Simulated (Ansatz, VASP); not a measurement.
**Cd: VASP beside Ansatz**

Contents of INCAR:

```
PREC = Accurate
ENCUT = 520
EDIFF = 1E-8
ISMEAR = -1
SIGMA = 0.05
LREAL = False
LASPH = True
NELM = 60
ALGO = Normal
ISIF = 2
LWAVE = False
LCHARG = False
GGA = PE
LEFG = True
NBANDS = 19
```

KPOINTS

```
Automatic mesh
0
Gamma
  14 14 7
```

Contents of POSCAR:

```
Cd
1.0
    3.0180726944      0.0000000000      0.0000000000
   -1.5090363471      2.6137276237      0.0000000000
    0.0000000000      0.0000000000      5.6915749249
Cd
2
Direct
    0.3333333333      0.6666666667      0.2500000000
    0.6666666667      0.3333333333      0.7500000000
```

Input for Ansatz:

```yaml
crystal:
  lattice:
    - [3.0180726944, 0.0, 0.0]
    - [-1.5090363471, 2.6137276237, 0.0]
    - [0.0, 0.0, 5.6915749249]
  atoms:
    - { symbol: Cd, position: [0.3333333333, 0.6666666667, 0.25] }
    - { symbol: Cd, position: [0.6666666667, 0.3333333333, 0.75] }
kpoints:
  mp_grid: { grid: [14, 14, 7] }
scf:
  occupations: { method: fermi_dirac, width: 0.05 }
hamiltonian:
  xc: pbe
  pseudopotentials: { kind: all_electron, datasets: crystal }
output:
  forces: true
  stress: true
  eigenvalues: true
  efg: { contact_densities: true }
```

Change from the starting cell: volume scaled by 1.04, crystal datasets.

Alike in both runs: task electric field gradients; functional PBE; k mesh 14 × 14 × 7; occupations fermi-dirac, width 0.05 eV; no spin polarisation.

```csv
,VASP,Ansatz
version,VASP 6.6.1,Ansatz 0.2.0
potentials or method,"VASP PAW PBE potentials, release 64 (Cd)","all-electron PAW with datasets made for the crystal, scalar-relativistic"
plane-wave cutoff (eV),520,see its input
```

```csv
,VASP,Ansatz,Ansatz less VASP
pressure (GPa),1.1,0.8,-0.29
largest component of the traceless stress (GPa),0.43,0.30,-0.131
Vzz of the field gradient on the site that differs most (V/Å²),75.8,72.2,-3.58
```

Ansatz ran all-electron here, so the differences hold the error of VASP's frozen core and of both bases. Ansatz warned: «gradients_without_spin_orbit».
